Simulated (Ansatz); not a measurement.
ZnS: energy along a strain

ZnS, F-43m, a = 5.409 Å (as given, not relaxed at this level: -0.9 GPa). The compound has several low-lying forms, and this is one of them. Ansatz: r2SCAN, PAW, 500 eV, Γ-centred 8×8×8 mesh on 2 atoms, Gaussian smearing 0.05 eV; no spin polarisation. Cell vectors (Å): 0.000 2.705 2.705; 2.705 0.000 2.705; 2.705 2.705 0.000. The cell is strained by x per cent times the pattern (1 0 0 0 0 0) in the order xx yy zz yz xz xy (engineering shears), with fractional coordinates held. y is the free energy over the start, V0 = 19.785 Å³/atom. Points with a strain past 8.5 % were computed too (3) and aren't used here.

```tsv
x (%)	y (meV/atom)
-7.50	?
-5.00	11.34
-2.50	1.43
0.00	0.00
2.50	6.60
5.00	20.77
7.50	42.10
```

**Question.** Fit y = c1 x + c2 x² + c3 x³ to the other rows, get the stiffness along the pattern, and predict the missing energy.

**Answer.** Least squares on the rows shown. y = 1.0618 x + 0.64228 x² − 0.0047264 x³. The clamped-ion stiffness p·C·p = 2 × 6.423 eV × 160.2 / 19.785 Å³ = 104 GPa, which is C11 in these axes (second derivative at the start, which stands under stress). At x = -7.50 the fit asked for gives 30.16 meV/atom. The run gave 30.18 meV/atom, so the fit is 0.02 meV/atom too low, a small miss on the scale of the series.